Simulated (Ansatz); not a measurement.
Is this Al structure a true minimum?

The cell was reached from a generator's guess, though it ends in a space group that the Crystallography Open Database lists for this formula.

Theory: Ansatz 0.2.0, DFT PBE, scalar-relativistic, plane waves, PAW. Settings: cutoff 420 eV, Γ-centred mesh 28×28×28 on the computed 1-atom cell, Gaussian smearing of 0.10 eV; no spin polarisation.

The cell below (1 atom, space group Fm-3m (No. 225)) is relaxed within its symmetry.

```
CELL_PARAMETERS angstrom
-1.42871 1.42871 2.02049
1.42871 -1.42871 2.02049
1.42871 1.42871 -2.02049
ATOMIC_POSITIONS crystal
Al 0.50000 0.50000 0.00000
```

For the test a repeat of it with 4 atoms (edges 2.86, 4.95, 4.95 Å) was strained at random (σ = 1.5 % a component), the atoms were moved at random (σ = 0.05 Å), and all was relaxed again on a coarse 8×6×6 mesh (in the run’s order of axes) with 0.20 eV smearing, with no symmetry imposed.

Task: Is the structure stable against such a distortion?

Result: It returns, within 1 meV/atom of the unmoved cell on that mesh and with the same symmetry when read at 0.1 Å (Immm at 0.01 Å, so small strains and shifts remain). No instability shows in this cell; modes of other wave vectors, which need another repeat, aren't tested.
